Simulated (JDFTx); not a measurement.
Input of a JDFTx 1.7.0 (patched build) run:

The input Mo.in:

```
include Mo.lattice
coords-type Lattice
include Mo.ionpos

ion-species pseudo/Mo.upf
elec-cutoff 40
elec-ex-corr gga-PBE
kpoint-folding 12 12 12
elec-smearing Fermi 0.0018374661
elec-n-bands 13
electronic-SCF nIterations 100 energyDiffThreshold 1e-09
electronic-minimize nIterations 30 energyDiffThreshold 1e-7
converge-empty-states yes
forces-output-coords Cartesian

dump-name run.$VAR
dump End Ecomponents EigStats BandEigs Kpoints Forces Stress ElecDensity
```

Contents of Mo.lattice:

```
lattice \
   -2.9929651906     2.9929651906     2.9929651906 \
    2.9929651906    -2.9929651906     2.9929651906 \
    2.9929651906     2.9929651906    -2.9929651906
```

The input Mo.ionpos:

```
ion Mo     0.0000000000     0.0000000000     0.0000000000 1
```

Potentials or basis: PseudoDojo-SR-PBE-0.4.1-standard with smoothed tails.

Command:

```console
$ jdftx -c 1 -i Mo.in -o Mo.out
```

Task: Estimate the band gap on the k mesh.

Result: None (metal or under the smearing width).

Task: What does it give for the pressure?

Result: -1.6 GPa.
